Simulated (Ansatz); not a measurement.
# Al2Cu: the cost of one run

Computed with Ansatz 0.2.0 (DFT PBE, scalar-relativistic, plane waves, PAW, unless a step's input says otherwise).

3 further runs of the same task are left out: 3 set aside as unsound or not needed. Runs told in other sessions of the task aren't counted.

## 1. The structure to begin with

Symmetry: Fm-3m, No. 225, cubic system. The conventional cell has a = 5.783 Å, b = 5.783 Å, c = 5.783 Å, α = 90.00°, β = 90.00°, γ = 90.00°. Al (site symmetry -43m) is surrounded by 4 Cu at 2.50 Å. Cu (site symmetry m-3m) has 8 Al at 2.50 Å in its first shell of neighbours.

Structure file:

```cif
data_structure
_symmetry_space_group_name_H-M 'P 1'
_symmetry_Int_Tables_number 1
_cell_length_a 4.0891
_cell_length_b 4.0891
_cell_length_c 4.0891
_cell_angle_alpha 119.999
_cell_angle_beta 119.999
_cell_angle_gamma 90.002
_cell_volume 48.35
loop_
_atom_site_label
_atom_site_type_symbol
_atom_site_fract_x
_atom_site_fract_y
_atom_site_fract_z
_atom_site_occupancy
Al1 Al 0.75000 0.25000 0.50000 1
Al2 Al 0.25000 0.75000 0.50000 1
Cu1 Cu 0.50000 0.50000 0.00000 1
```

It goes back to an entry of the Materials Project, which need not be the stable form.

This cell was relaxed beforehand with the same method: volume 16.12 Å³/atom, gap on the mesh none (metal).

## 3. The grid

The energy is mapped over two normal modes frozen in (zone-centre modes of the cell shown).

The axes are (1) amplitude of mode 4 (256 cm⁻¹), largest displacement: 7 values from −0.112 Å; (2) amplitude of mode 5 (256 cm⁻¹), largest displacement: 7 values from −0.112 Å.

Nothing else is relaxed (the cell and all other modes fixed). Energies count from the relaxed high-symmetry cell. Points are written as (first, second).

The patterns, per unit of each coordinate (Å):

```
atom      x1      y1     z1      x2      y2     z2
 Al1   0.707   0.707  0.000   0.707  -0.707  0.000
 Al2   0.707   0.707  0.000   0.707  -0.707  0.000
 Cu3  -0.600  -0.600  0.000  -0.600   0.600  0.000
```

(The set-up runs are not shown.)

## 4. Grid point (−0.112 Å, −0.037 Å)

The input, input.yaml:

```yaml
crystal:
  lattice:
    - [-2.0446004822, 2.0446004822, 2.8914013846]
    - [2.0446004822, -2.0446004822, 2.8914013846]
    - [2.0446004822, 2.0446004822, -2.8914013846]
  atoms:
    - { symbol: Al, position: [0.7370828367, 0.2241829655, 0.4612658022] }
    - { symbol: Al, position: [0.2370828367, 0.7241829655, 0.4612658022] }
    - { symbol: Cu, position: [0.5109692172, 0.52192375, 0.0328929672] }
basis:
  ecutwfc: 520.0
kpoints:
  mp_grid: { grid: [14, 14, 14] }
hamiltonian:
  xc: pbe
  pseudopotentials: { kind: paw, azcp: { folder: soft_1 } }
scf:
  occupations: { method: gaussian, width: 0.15 }
output:
  forces: true
  stress: true
  eigenvalues: true
```

Started as:

```sh
$ ansatz run input.yaml --threads 2 --pin off --max-ram 4096MiB --backend cpu --events-out ev --progress --plain --runs-dir out
```

**Question.** How long does this run take on 2 threads of Arm Neoverse N1, shared host, and how much memory does it need?

About 92 s, with a peak of 1 GiB.
